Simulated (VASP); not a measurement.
Runs of VASP 6.6.1 on GaS. Symmetry: P6_3/mmc, No. 194, hexagonal system. Conventional cell: a = 3.588 Å, b = 3.588 Å, c = 15.423 Å, α = 90.00°, β = 90.00°, γ = 120.00°. Ga (site symmetry 3m) has 3 S at 2.34 Å and 1 Ga at 2.45 Å as nearest neighbours. Around S (site symmetry 3m) lie 3 Ga at 2.34 Å. 

| task | level | spin | cell | k mesh | cutoff (eV) | gap on the mesh (eV) | pressure (GPa) | largest force (eV/Å) |
| --- | --- | --- | --- | --- | --- | --- | --- | --- |
| band structure | PBE+D3(BJ) | SOC, no magnetisation | P6_3/mmc, 21.5 Å³/atom | 6 × 6 × 2 | 520 | - | 0.1 | 0.01 |
| band structure | TB-mBJ | off | P6_3/mmc, 21.5 Å³/atom | 9 × 9 × 2 | 520 | (a) | - | - |
| relaxation of cell and atoms | PBE+D3(BJ) | off | relaxed | 9 × 9 × 2 | 600 | 1.57 | 0.0 | 0.01 |
| band structure | PBE+D3(BJ) | off | P6_3/mmc, 21.5 Å³/atom | 9 × 9 × 2 | 520 | 1.57 | 0.0 | - |

Alike in all rows: potentials or basis VASP PAW PBE potentials, release 64 (Ga_d, S); smearing gaussian 0.03 eV.

Question: Fill in the values left out.

Answer: (a) 2.25.

Caveats: the PAW data sets were made with another functional, which shifts forces and pressure a little (some runs); an odd mesh through Γ misses points on the zone boundary, where band edges often lie (some runs).

A k mesh can miss the band edges, and rows without SOC leave out spin-orbit coupling on Ga.
